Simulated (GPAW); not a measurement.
Crystal: Ge.

```
Ge
1.0
     4.05040    0.00000    0.00000
    -2.02520    3.50775    0.00000
     0.00000    0.00000   10.99336
Ge
4
Direct
  0.66667 0.33333 0.41485
  0.33333 0.66667 0.91485
  0.00000 0.00000 0.47745
  0.00000 0.00000 0.97745
```

This isn't the form of Ge at room conditions, which is diamond.

* Program: GPAW 26.7.0
* Task: relaxation of cell and atoms
* Functional: PBEsol
* Dispersion: D4
* Potentials or basis: PAW data sets generated in the run's folder for this functional
* Cutoff: 600 eV
* Basis: pw
* k mesh: 7 × 7 × 2
* Occupations: fermi-dirac, width 0.05 eV
* Spin: no spin polarisation

At the start: pressure -2.0 GPa; volume 39.05 Å³/atom.

Task: How do energy, volume and symmetry change on relaxing?

Result: Over 32 steps the energy falls by 494.7 meV/atom and the volume is 19.00 Å³/atom (-51.4 %); space group P6_3/mmc (No. 194, to 0.05 Å).

Step by step:
```
step  energy change (eV)  largest force (eV/Å)  pressure (GPa)  volume (Å³)
   1              0.0000                0.1249           -2.01       156.19
   2             -0.0112                0.0983           -1.83       155.37
   3             -0.0522                0.1172           -0.13       148.73
   4             -0.0537                0.0966           -0.26       148.99
   5             -0.0600                0.0266           -0.55       148.90
   6             -0.0718                0.0920           -0.85       147.17
   7             -0.0933                0.2730           -1.06       142.05
   8             -0.1284                0.4488           -1.09       133.43
   9             -0.1728                0.4820           -1.15       125.39
  10             -0.2591                0.4047           -1.19       117.84
  11             -0.3778                0.3464           -1.19       110.96
  12             -0.5270                0.2219           -1.20       104.72
  13             -0.7211                0.0282           -1.31        99.13
  14             -0.9734                0.3303           -1.55        94.13
  15             -1.3089                0.4912           -1.53        89.77
  16             -1.4946                0.2196            1.56        85.68
  17             -1.5419                0.1719           -0.22        85.38
  18             -1.5710                0.2130           -1.73        83.02
  19             -1.5862                0.2315           -1.53        83.49
  20             -1.5928                0.2662           -1.12        82.74
  21             -1.6009                0.3697            0.73        80.30
  22             -1.6035                0.3588            0.43        80.64
  23             -1.6125                0.3363           -0.20        81.23
  24             -1.6409                0.3283           -1.35        81.84
  25             -1.7382                0.3186           -4.49        82.14
  26             -1.8224                0.0497           -5.18        81.17
  27             -1.8889                0.1076           -3.86        79.65
  28             -1.9536                0.0180            1.44        74.52
  29             -1.9636                0.0635            0.30        75.59
  30             -1.9773                0.0555           -0.56        76.51
  31             -1.9770                0.0097           -0.21        76.12
  32             -1.9786                0.0006           -0.03        75.98
```

Final structure:
```
Ge
1.0
     3.76069    0.00000    0.00000
    -1.88034    3.25685    0.00000
     0.00000    0.00000    6.20367
Ge
4
Cartesian
  1.8803 1.0856 1.9924
  0.0000 2.1712 5.0942
  0.0000 0.0000 3.5431
  0.0000 0.0000 6.6450
```

Caveat: later steps reuse the first step's grids; the volume moved by over 15 % at a fixed basis, so the end points are rough; pairwise dispersion overbinds metals, which lowers pressure and volume.
